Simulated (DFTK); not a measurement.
# Au (Fm-3m) in DFTK: reference runs

How does Au come out in PBEsol? The cell is run as given.

Program: DFTK 0.8.2. These are calculated values, not measurements. Logs are shortened: lines on timing, memory, paths and dates and some standing lists are left out, and cuts for length are marked.

### 1 The structure

It takes space group Fm-3m (No. 225, cubic). The conventional cell has a = 4.070 Å, b = 4.070 Å, c = 4.070 Å, α = 90.00°, β = 90.00°, γ = 90.00°. Au (site symmetry m-3m) has 12 Au at 2.88 Å as nearest neighbours.

### 2 Single point, PBEsol

File run.jl:

```julia
using DFTK
using PseudoPotentialData
using Unitful, UnitfulAtomic
using LinearAlgebra, Printf
include("save.jl")
disable_threading()

# lattice vectors are the columns
lattice = austrip(1u"Å") * [           0.0          2.035          2.035;
                    2.035            0.0          2.035;
                    2.035          2.035            0.0]
symbols   = [:Au]
positions = [[0.0, 0.0, 0.0]]
pseudopotentials = PseudoFamily("dojo.nc.sr.pbesol.v0_4_1.standard.upf")
elements = Dict(s => ElementPsp(s, pseudopotentials) for s in unique(symbols))
atoms    = [elements[s] for s in symbols]

build_model(lattice, positions; symmetries=true) =
    model_DFT(lattice, atoms, positions;
              functionals=PBEsol(),
              temperature=austrip(0.05u"eV"),
              smearing=Smearing.FermiDirac(),
              symmetries)
Ecut  = 38.0  # hartree
kgrid = [11, 11, 11]
tol   = 1e-6
to_GPa = ustrip(uconvert(u"GPa", 1u"hartree/bohr^3"))

model = build_model(lattice, positions)
basis = PlaneWaveBasis(model; Ecut, kgrid)
display(basis)
scfres = self_consistent_field(basis;
                               tol,
                               nbandsalg=AdaptiveBands(model; n_bands_converge=14))
display(scfres.energies)
@printf "Fermi level: %.6f eV\n" ustrip(auconvert(u"eV", something(scfres.εF, NaN)))
forces = compute_forces_cart(scfres)
println("Forces (eV/Å)")
for (s, f) in zip(symbols, forces)
    @printf "%-3s %12.6f %12.6f %12.6f\n" s ustrip.(auconvert.(u"eV/Å", f))...
end
stress = compute_stresses_cart(scfres)
println("Stress (GPa)")
display(round.(stress * to_GPa; digits=4))
println("Levels at the first k-point (eV): ", round.(ustrip.(auconvert.(u"eV", scfres.eigenvalues[1][1:scfres.n_bands_converge])); digits=4))
save_scf!(scfres; forces, stress)
```

Potentials or basis: dojo.nc.sr.pbesol.v0_4_1.standard.upf (PBEsol).

On the command line:

```
> julia --threads=1 run.jl  # save.jl only writes the numbers to a file and isn't shown; printed stress counts tension as positive; times include loading and compiling
```

Log:

```text
PlaneWaveBasis discretization:

    Ecut                 : 38.0 Ha
    fft_size             : (36, 36, 36), 46656 total points
    kgrid                : MonkhorstPack([11, 11, 11])
    num.   red. kpoints  : 1331
    num. irred. kpoints  : 56

    Discretized Model(gga_x_pbe_sol+gga_c_pbe_sol, 3D):
        lattice (in Bohr)    : [0         , 3.84559   , 3.84559   ]
                               [3.84559   , 0         , 3.84559   ]
                               [3.84559   , 3.84559   , 0         ]
        unit cell volume     : 113.74 Bohr³

        atoms                : Au
        pseudopot. family    : PseudoFamily("dojo.nc.sr.pbesol.v0_4_1.standard.upf")

        num. electrons       : 19
        spin polarization    : none
        temperature          : 0.0018375 Ha
        smearing             : DFTK.Smearing.FermiDirac()

        terms                : Kinetic()
                               AtomicLocal()
                               AtomicNonlocal()
                               Ewald(nothing)
                               PspCorrection()
                               Hartree()
                               Xc(gga_x_pbe_sol, gga_c_pbe_sol)
                               Entropy()
n     Energy            log10(ΔE)   log10(Δρ)   Diag   Δtime
---   ---------------   ---------   ---------   ----   ------
  1   -147.4043731136                   -0.90    4.4    5.59s
  2   -147.4210591703       -1.78       -1.47    1.0    3.15s
  3   -147.4225620156       -2.82       -2.31    2.1    3.65s
  4   -147.4225794775       -4.76       -2.82    2.1    2.63s
  5   -147.4225805422       -5.97       -3.70    2.1    3.41s
  6   -147.4225805810       -7.41       -4.07    2.6    3.61s
  7   -147.4225805871       -8.21       -4.74    1.7    3.17s
  8   -147.4225805874       -9.53       -5.52    2.4    3.84s
  9   -147.4225805874      -11.02       -6.13    2.5    3.78s
Energy breakdown (in Ha):
    Kinetic             42.5261256
    AtomicLocal         -90.7819830
    AtomicNonlocal      2.3971152
    Ewald               -107.5994881
    PspCorrection       5.3820748
    Hartree             25.7894805
    Xc                  -25.1358499
    Entropy             -0.0000556

    total               -147.422580587423
Fermi level: 13.094685 eV
Forces (eV/Å)
Au     -0.000000    -0.000000    -0.000000
Stress (GPa)
3×3 StaticArraysCore.SMatrix{3, 3, Float64, 9} with indices SOneTo(3)×SOneTo(3):
 -1.2418  -0.0      0.0
  0.0     -1.2418  -0.0
 -0.0      0.0     -1.2418
Levels at the first k-point (eV): [-92.5892, -43.788, -43.788, -43.788, 3.0458, 8.3634, 8.3634, 8.3634, 9.9266, 9.9266, 27.5125, 31.5629, 31.5629, 31.5629]
```

It took 75 s on 1 thread of AMD EPYC 7R43 (Zen 3), shared host; peak memory 1.6 GiB.

What came out:

```yaml
Free_energy: -4011.5728 eV
Pressure: 1.2 GPa
Band_gap_on_the_k_mesh: none (metal or under the smearing width)
```

Spin-orbit coupling is left out, which matters for the levels of Au.
